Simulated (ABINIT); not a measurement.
# WC (Qusongite) (P-6m2) in ABINIT: further runs

One crystal, WC (Qusongite), is run at these levels: r2SCAN; tasks: single point.

Everything below comes from runs of ABINIT 10.8.3 (patched build). Logs are shortened: lines on timing, memory, paths and dates and some standing lists are left out, and cuts for length are marked. The log counts tension as positive stress, the text compression.

**1. Starting point**

The structure is hexagonal, space group P-6m2 (No. 187). Conventional cell: a = 2.907 Å, b = 2.907 Å, c = 2.837 Å, α = 90.00°, β = 90.00°, γ = 120.00°. Around W (site symmetry -6m2) lie 6 C at 2.20 Å. Around C (site symmetry -6m2) lie 6 W at 2.20 Å.

**2. Single point, r2SCAN**

Contents of run.abi:

```
# Pseudopotentials
pp_dirpath "./"
pseudos "W.GGA_PBE-ansatz.xml, C.GGA_PBE-ansatz.xml"

# Structure
acell 5.4924889812 5.4924889812 5.3603971251
rprim
     1.0000000000     0.0000000000     0.0000000000
    -0.5000000000     0.8660254038     0.0000000000
     0.0000000000     0.0000000000     1.0000000000
ntypat 2
znucl 74 6
natom 2
typat 1 2
xred
     0.0000000000     0.0000000000     0.0000000000
     0.6666666667     0.3333333333     0.5000000000

# Plane-wave basis
ecut 18.0
pawecutdg 36.0
pawovlp 30

# k points
kptopt 1
ngkpt 10 10 9
nshiftk 1
shiftk 0.0 0.0 0.0

# Exchange and correlation
ixc -497498
usekden 1
pawxcdev 0

# Bands and occupations
nband 13
occopt 3
tsmear 0.00183747

# SCF cycle
nstep 100
tolvrs 1.0e-7

# Output
iomode 3
prtwf 0
prteig 0
prtebands 0
enunit 2
prtden 1
prtvha 1
prtvclmb 1
prtpot 1
```

Potentials or basis: Ansatz PAW PBE default generated set, frozen core.

The run is started by

```sh
$ mpirun --bind-to none -np 4 abinit run.abi > log 2>&1
```

run.abo:

```text
[... set-up lines left out ...]
 ETOT  1  -30.794351162395    -3.079E+01 5.762E+00 1.016E+01
 ETOT  2  -31.413310298769    -6.190E-01 3.666E-02 3.408E+00
 ETOT  3  -31.404431114419     8.879E-03 2.957E-03 2.871E-01
 ETOT  4  -31.405371449118    -9.403E-04 6.635E-04 4.618E-02
 ETOT  5  -31.405377668805    -6.220E-06 1.180E-03 2.609E-03
 ETOT  6  -31.405375872570     1.796E-06 1.766E-04 4.185E-05
 ETOT  7  -31.405375796565     7.601E-08 2.653E-04 4.600E-06
 ETOT  8  -31.405375805708    -9.142E-09 1.006E-04 2.034E-07
 ETOT  9  -31.405375805634     7.390E-11 9.409E-05 4.815E-08

 At SCF step    9       nres2   =  4.81E-08 < tolvrs=  1.00E-07 =>converged.

Result for kinetic energy density :

--------------------------------------------------------------------------------
 Total kinetic energy density [Ha/Bohr^3]
)     Maximum=    2.8767E+00  at reduced coord.    0.0000    0.0000    0.0000
)     Minimum=    1.1537E-02  at reduced coord.    0.3333    0.6667    0.0000
   Integrated=    1.9948E+01
--------------------------------------------------------------------------------

 Cartesian components of stress tensor (hartree/bohr^3)
  sigma(1 1)= -5.84363190E-05  sigma(3 2)=  0.00000000E+00
  sigma(2 2)= -5.84363204E-05  sigma(3 1)=  0.00000000E+00
  sigma(3 3)=  1.15193614E-05  sigma(2 1)=  0.00000000E+00

--- !ResultsGS
iteration_state: {dtset: 1, }
comment   : Summary of ground state results
lattice_vectors:
- [  5.4924890,   0.0000000,   0.0000000, ]
- [ -2.7462445,   4.7566350,   0.0000000, ]
- [  0.0000000,   0.0000000,   5.3603971, ]
lattice_lengths: [   5.49249,    5.49249,    5.36040, ]
lattice_angles: [ 90.000,  90.000, 120.000, ] # degrees, (23, 13, 12)
lattice_volume:   1.4004448E+02
convergence: {deltae:  7.390E-11, res2:  4.815E-08, residm:  9.409E-05, diffor: null, }
etotal    :  -3.14053758E+01
entropy   :   0.00000000E+00
fermie    :   4.51190027E-01
cartesian_stress_tensor: # hartree/bohr^3
- [ -5.84363190E-05,   0.00000000E+00,   0.00000000E+00, ]
- [  0.00000000E+00,  -5.84363204E-05,   0.00000000E+00, ]
- [  0.00000000E+00,   0.00000000E+00,   1.15193614E-05, ]
pressure_GPa:   1.0332E+00
xred      :
- [  0.0000E+00,   0.0000E+00,   0.0000E+00,  W]
- [  6.6667E-01,   3.3333E-01,   5.0000E-01,  C]
cartesian_forces: # hartree/bohr
- [ -0.00000000E+00,  -0.00000000E+00,  -0.00000000E+00, ]
- [ -0.00000000E+00,  -0.00000000E+00,  -0.00000000E+00, ]
force_length_stats: {min:   0.00000000E+00, max:   0.00000000E+00, mean:   0.00000000E+00, }
...

 Integrated electronic density in atomic spheres:
 ------------------------------------------------
 Atom  Sphere_radius  Integrated_density
    1        2.63806         12.95290097
    2        2.00311          4.12492306

================================================================================

 ----iterations are completed or convergence reached----

 Mean square residual over all n,k,spin=   17.569E-08; max=  94.094E-06
 reduced coordinates (array xred) for    2 atoms
       0.000000000000      0.000000000000      0.000000000000
       0.666666666667      0.333333333333      0.500000000000
 rms dE/dt=  0.0000E+00; max dE/dt=  0.0000E+00; dE/dt below (all hartree)
    1       0.000000000000      0.000000000000      0.000000000000
    2       0.000000000000      0.000000000000      0.000000000000

 cartesian coordinates (angstrom) at end:
    1      0.00000000000000     0.00000000000000     0.00000000000000
    2      1.45324999900754     0.83903427814190     1.41829999903425

 cartesian forces (hartree/bohr) at end:
    1     -0.00000000000000    -0.00000000000000    -0.00000000000000
    2     -0.00000000000000    -0.00000000000000    -0.00000000000000
 frms,max,avg= 0.0000000E+00 0.0000000E+00   0.000E+00  0.000E+00  0.000E+00 h/b

 cartesian forces (eV/Angstrom) at end:
    1     -0.00000000000000    -0.00000000000000    -0.00000000000000
    2     -0.00000000000000    -0.00000000000000    -0.00000000000000
 frms,max,avg= 0.0000000E+00 0.0000000E+00   0.000E+00  0.000E+00  0.000E+00 e/A
 length scales=  5.492488981200  5.492488981200  5.360397125100 bohr
              =  2.906499998015  2.906499998015  2.836599998068 angstroms
 Fermi (or HOMO) energy (hartree) =   0.45119   Average Vxc (hartree)=  -0.54763
 Eigenvalues (hartree) for nkpt=  70  k points:
 kpt#   1, nband= 13, wtk=  0.00111, kpt=  0.0000  0.0000  0.0000 (reduced coord)
  -2.33985   -0.99203   -0.98799   -0.98799   -0.10958    0.28549    0.32222    0.32222
   0.45344    0.57566    0.57566    0.66852    0.66852
      occupation numbers for kpt#   1
   2.00000    2.00000    2.00000    2.00000    2.00000    2.00000    2.00000    2.00000
   0.45428    0.00000    0.00000    0.00000    0.00000
 prteigrs : prtvol=0 or 1, do not print more k-points.

 Fermi (or HOMO) energy (eV) =  12.27751   Average Vxc (eV)= -14.90183
 Eigenvalues (   eV  ) for nkpt=  70  k points:
 kpt#   1, nband= 13, wtk=  0.00111, kpt=  0.0000  0.0000  0.0000 (reduced coord)
 -63.67049  -26.99451  -26.88460  -26.88460   -2.98192    7.76852    8.76800    8.76800
  12.33873   15.66439   15.66439   18.19135   18.19135
 prteigrs : prtvol=0 or 1, do not print more k-points.

--- !EnergyTerms
iteration_state     : {dtset: 1, }
comment             : Components of total free energy in Hartree
kinetic             :  1.99482969825957E+01
hartree             :  8.67472275768945E+00
xc                  : -1.09486445850643E+01
Ewald energy        : -6.60113243267428E+01
psp_core            :  5.43145150088164E+00
local_psp           : -2.99006046410972E+01
PAW spherical_terms :  4.14009143893349E+01
internal            : -3.14051879224026E+01
'-kT*entropy'       : -7.00429121318646E-05
total_energy        : -3.14052579653147E+01
total_energy_eV     : -8.54580604648850E+02
...

--- !EnergyTermsDC
iteration_state     : {dtset: 1, }
comment             : '"Double-counting" decomposition of free energy'
band_energy         : -8.19337390712528E+00
Ewald energy        : -6.60113243267428E+01
psp_core            :  5.43145150088164E+00
xc_dc               : -8.21910726037877E+00
PAW spherical_terms :  4.55870482306435E+01
internal            : -3.14053057627217E+01
'-kT*entropy'       : -7.00429121318646E-05
total_energy_dc     : -3.14053758056338E+01
total_energy_dc_eV  : -8.54583811247288E+02
...

--- !EnergyTermsWithPAWCore
iteration_state     : {dtset: 1, }
comment             : 'Components of total free energy, including PAW core contributions'
Total energy        : -1.47485125741928E+04
Total energy DC     : -1.47485126920331E+04
Total energy (eV)   : -4.01327472210067E+05
Total energy DC (eV): -4.01327475416666E+05
...

 Cartesian components of stress tensor (hartree/bohr^3)
  sigma(1 1)= -5.84363190E-05  sigma(3 2)=  0.00000000E+00
  sigma(2 2)= -5.84363204E-05  sigma(3 1)=  0.00000000E+00
  sigma(3 3)=  1.15193614E-05  sigma(2 1)=  0.00000000E+00

-Cartesian components of stress tensor (GPa)         [Pressure=  1.0332E+00 GPa]
- sigma(1 1)= -1.71925586E+00  sigma(3 2)=  0.00000000E+00
- sigma(2 2)= -1.71925590E+00  sigma(3 1)=  0.00000000E+00
- sigma(3 3)=  3.38911313E-01  sigma(2 1)=  0.00000000E+00

== END DATASET(S) ==============================================================
================================================================================

 -outvars: echo values of variables after computation  --------
            acell      5.4924889812E+00  5.4924889812E+00  5.3603971251E+00 Bohr
           etotal     -3.1405375806E+01
            fcart     -0.0000000000E+00 -0.0000000000E+00 -0.0000000000E+00
                      -0.0000000000E+00 -0.0000000000E+00 -0.0000000000E+00
            rprim      1.0000000000E+00  0.0000000000E+00  0.0000000000E+00
                      -5.0000000000E-01  8.6602540380E-01  0.0000000000E+00
                       0.0000000000E+00  0.0000000000E+00  1.0000000000E+00
           strten     -5.8436318977E-05 -5.8436320368E-05  1.1519361402E-05
                       0.0000000000E+00  0.0000000000E+00  0.0000000000E+00
           xangst      0.0000000000E+00  0.0000000000E+00  0.0000000000E+00
                       1.4532499990E+00  8.3903427814E-01  1.4182999990E+00
             xred      0.0000000000E+00  0.0000000000E+00  0.0000000000E+00
                       6.6666666667E-01  3.3333333333E-01  5.0000000000E-01
 Calculation completed.
```

It took 70 s on 4 MPI ranks of Intel Xeon Platinum 8175M at 2.50GHz (Skylake/Cascade Lake), shared host; peak memory 0.92 GiB.

What came out:

```yaml
Free_energy: -854.5838 eV
Pressure: 1.0 GPa
Band_gap_on_the_k_mesh: none (metal or under the smearing width)
```

Levels at points of the mesh, in eV from the Fermi level:
```tsv
k point	band 7	band 8	band 9	band 10	band 11	band 12
(0.00, 0.00, 0.00)	-3.51	-3.51	0.06	3.39	3.39	5.91
(0.50, 0.00, 0.00)	-3.79	-3.71	-0.54	2.47	4.71	5.07
```

Caveat: totals of a meta-GGA on PAW files have another zero than those of a GGA; the PAW data sets were made with another functional, which shifts forces and pressure a little; the atomic spheres overlap. The run has no spin-orbit coupling, so splittings on W are missing.

**3. Single point, r2SCAN**

run.abi: that of step 2 with these lines changed.

```diff
@@ -2,3 +2,3 @@
 pp_dirpath "./"
-pseudos "W.GGA_PBE-ansatz.xml, C.GGA_PBE-ansatz.xml"
+pseudos "W.GGA_PBE-JTH.xml, C.GGA_PBE-JTH.xml"
 
@@ -19,5 +19,4 @@
 # Plane-wave basis
-ecut 18.0
-pawecutdg 36.0
-pawovlp 30
+ecut 23.0
+pawecutdg 45.0
```

Potentials or basis: JTH PAW PBE v2.0.

The run is started by

```sh
$ mpirun --bind-to none -np 4 abinit run.abi > log 2>&1
```

Wall time 37 s (4 MPI ranks of Intel Xeon Platinum 8175M at 2.50GHz (Skylake/Cascade Lake), shared host); peak memory 0.44 GiB.

It converged, with:

- Free energy: -865.7451 eV
- Pressure: 3.3 GPa
- Band gap on the k mesh: none (metal or under the smearing width)
- Valence electrons inside the program's atomic spheres: W 11.87; C 2.48

Stress tensor (GPa, compression positive):
```
4.14 0.00 0.00
0.00 4.14 0.00
0.00 0.00 1.70
```

Levels at points of the mesh, in eV from the Fermi level:
```csv
k point,band 7,band 8,band 9,band 10,band 11,band 12
"(0.00, 0.00, 0.00)",-3.50,-3.50,0.07,3.38,3.38,5.93
"(0.50, 0.00, 0.00)",-3.79,-3.71,-0.53,2.46,4.71,5.07
```

Caveat: totals of a meta-GGA on PAW files have another zero than those of a GGA; the PAW data sets were made with another functional, which shifts forces and pressure a little.
